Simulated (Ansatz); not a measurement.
# C: the cost of one run

Method: DFT PBE, scalar-relativistic, plane waves, PAW, in Ansatz 0.2.0.

## Step 1: The system as given

It takes space group Pmmn (No. 59, orthorhombic). Conventional cell: a = 1.578 Å, b = 2.548 Å, c = 2.826 Å, α = 90.00°, β = 90.00°, γ = 90.00°. C (site symmetry mm2) is surrounded by 6 C at 1.58 to 1.80 Å.

Coordinates:

```xyz
2
Lattice="1.5775 0.0000 0.0000 0.0000 2.5478 0.0000 0.0000 0.0000 2.8255" Properties=species:S:1:pos:R:3 pbc="T T T"
C     0.0000    1.2739    1.9159
C     0.7888    0.0000    0.9096
```

Recipe of the guess: random cell by space group and Wyckoff sites (Pmmn, No. 59). Lengths come from tabulated atomic sizes and are only a guess.

## Step 2: The guess as it stands, on a coarse mesh

input.yaml reads:

```yaml
crystal:
  lattice:
    - [1.57750787, 0.0, 0.0]
    - [0.0, 2.54778793, 0.0]
    - [0.0, 0.0, 2.82551315]
  atoms:
    - { symbol: C, position: [0.0, 0.5, 0.67808527] }
    - { symbol: C, position: [0.5, 0.0, 0.32191473] }
basis:
  ecutwfc: 420
kpoints:
  mp_grid: { grid: [10, 6, 6] }
hamiltonian:
  xc: pbe
scf:
  occupations: { method: gaussian, width: 0.1 }
  lower_state_search: "off"
output:
  forces: true
  stress: true
  eigenvalues: true
```

Command:

```bash
ansatz run input.yaml --threads 1 --pin off --max-ram 2560MiB --backend cpu --events-out ev --progress --plain --runs-dir out
```

Q: Estimate wall time and peak memory on 1 thread of Intel Xeon at 2.50GHz (Skylake/Cascade Lake), shared host.

About 1.9 s, with a peak of 0.28 GiB.
